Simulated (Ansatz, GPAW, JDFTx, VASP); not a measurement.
CdTe: programs and potentials compared

```
Te Cd
1.0
     0.00000    3.20500    3.20500
     3.20500    0.00000    3.20500
     3.20500    3.20500    0.00000
Te Cd
1 1
Direct
  0.75000 0.75000 0.75000
  0.00000 0.00000 0.00000
```

Alike in all runs: task single point; functional LDA; k mesh 7 × 7 × 7; occupations gaussian, width 0.05 eV; no spin polarisation; no spin-orbit coupling. LDA stands for any of its common fits. Pressure is positive in compression and, in plane waves, holds the error of the finite cutoff.

```csv
program and potentials,plane-wave cutoff (eV),notes,pressure (GPa)
"JDFTx, PseudoDojo-SR-LDA-0.4.1-standard with smoothed tails",1388,18 valence electrons an atom on average,0.02
"VASP, LDA PAW files Cd, Te, 520 eV",520,9 valence electrons an atom on average,0.25
"Ansatz, all-electron LAPW, scalar-relativistic",-,-,?
"GPAW, the program's PAW data sets (release 1.2.1) made for this functional",600,9 valence electrons an atom on average,-0.45
```

Task: Estimate from the other rows what the run with Ansatz, all-electron LAPW, scalar-relativistic gave.

Result: Pressure -0.01 GPa. The other rows, which needn't bracket it: pressure -0.45 to 0.25.
